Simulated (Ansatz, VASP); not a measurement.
Two plane-wave programs on HfO2

The input INCAR:

```
ALGO = Normal ; EDIFF = 1E-7
ENCUT = 520 ; GGA = PE
ISIF = 2 ; ISMEAR = 0
LASPH = T ; LCHARG = F
LREAL = F ; LWAVE = F
NBANDS = 18 ; NELM = 100
PREC = Accurate ; SIGMA = 0.05
```

Contents of KPOINTS:

```
k-points
0
Gamma
  8 8 8
```

The input POSCAR:

```
HfO2
1.0
    0.0000000000      2.6762460493      2.6762460493
    2.6762460493      0.0000000000      2.6762460493
    2.6762460493      2.6762460493      0.0000000000
Hf O
1 2
Direct
    0.0000000000      0.0000000000      0.0000000000
    0.2500000000      0.2500000000      0.2500000000
    0.7500000000      0.7500000000      0.7500000000
```

Input for Ansatz:

```yaml
crystal:
  lattice:
    - [0.0, 2.6762460493, 2.6762460493]
    - [2.6762460493, 0.0, 2.6762460493]
    - [2.6762460493, 2.6762460493, 0.0]
  atoms:
    - { symbol: Hf, position: [0.0, 0.0, 0.0] }
    - { symbol: O, position: [0.25, 0.25, 0.25] }
    - { symbol: O, position: [0.75, 0.75, 0.75] }
basis:
  ecutwfc: 420
kpoints:
  mp_grid: { grid: [8, 8, 8] }
hamiltonian:
  xc: pbe
scf:
  occupations: { method: gaussian, width: 0.05 }
output:
  forces: true
  stress: true
  eigenvalues: true
```

Change from the starting cell: strain +0.050 along x and y, +0.050 along z, atoms carried along.

Alike in both runs: task single point; functional PBE; k mesh 8 × 8 × 8; occupations gaussian, width 0.05 eV; no spin polarisation.

```csv
,VASP,Ansatz
version,VASP 6.6.1,Ansatz 0.2.0
potentials or method,"VASP PAW PBE potentials, release 64 (Hf_pv, O)","scalar-relativistic, plane waves, PAW"
plane-wave cutoff (eV),520,420
valence electrons in the cell,22,38
```

```tsv
	VASP	Ansatz	Ansatz less VASP
gap on the k mesh at the Fermi level (eV)	3.35	3.37	+0.019
least direct gap on the mesh (eV)	3.35	3.37	+0.019
pressure (GPa)	-28.8	-26.4	+2.38
```

With one functional, cell and mesh, what is left measures potentials, basis and numerics. The two sets of potentials don't hold the same shells in valence.

Caveats: so large a pressure means that the cell lies far from this level's equilibrium, or that cutoff or potentials fall short (VASP); spin-orbit coupling is left out, which moves the levels of the heavy elements. A k mesh can miss the band edges.
